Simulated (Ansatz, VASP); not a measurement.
**HfN in VASP and in Ansatz**

```
Hf N
1.0
     0.00000    2.30025    2.30025
     2.30025    0.00000    2.30025
     2.30025    2.30025    0.00000
Hf N
1 1
Direct
  0.00000 0.00000 0.00000
  0.50000 0.50000 0.50000
```

Alike in both runs: task single point; functional PBE; k mesh 9 × 9 × 9; no spin polarisation.

|  | VASP | Ansatz |
| --- | --- | --- |
| version | VASP 6.6.1 | Ansatz 0.2.0 |
| potentials or method | VASP PAW PBE potentials, release 64 (Hf_pv, N) | plane waves, PAW |
| plane-wave cutoff (eV) | 520 | 500 |
| occupations | methfessel-paxton of order 1, width 0.1 eV | cold, width 0.1 eV |
| valence electrons in the cell | 15 | 31 |

Ansatz gave:

```
pressure (GPa) : -8.5
```

Question: Which values does VASP return?

Answer: Pressure (GPa): -10.7.

The two sets of potentials don't hold the same shells in valence.

Spin-orbit coupling is left out, which matters for the levels of Hf.
